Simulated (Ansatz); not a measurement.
Input of an Ansatz 0.2.0 run:

The input input.yaml:

```yaml
crystal:
  lattice:
    - [-1.657269, 1.657269, 1.657269]
    - [1.657269, -1.657269, 1.657269]
    - [1.657269, 1.657269, -1.657269]
  atoms:
    - { symbol: Au, position: [0.0, 0.0, 0.0] }
kpoints:
  mp_grid: { grid: [11, 11, 11] }
scf:
  occupations: { method: fermi_dirac, width: 0.05 }
hamiltonian:
  xc: pbesol
  pseudopotentials: { kind: all_electron, lapw: { basis_error: 0.001 } }
output:
  forces: true
  stress: true
  eigenvalues: true
```

Potentials or basis: all-electron LAPW, scalar-relativistic.

The run is started by

```sh
$ ansatz run input.yaml --threads 1 --pin off --max-ram 3072MiB --backend cpu --events-out ev --progress --plain --runs-dir out
```

Predict the pressure.

-8.9 GPa.

What does it give for the band gap on the k mesh?

None (metal or under the smearing width).

The run has no spin-orbit coupling, so splittings on Au are missing.
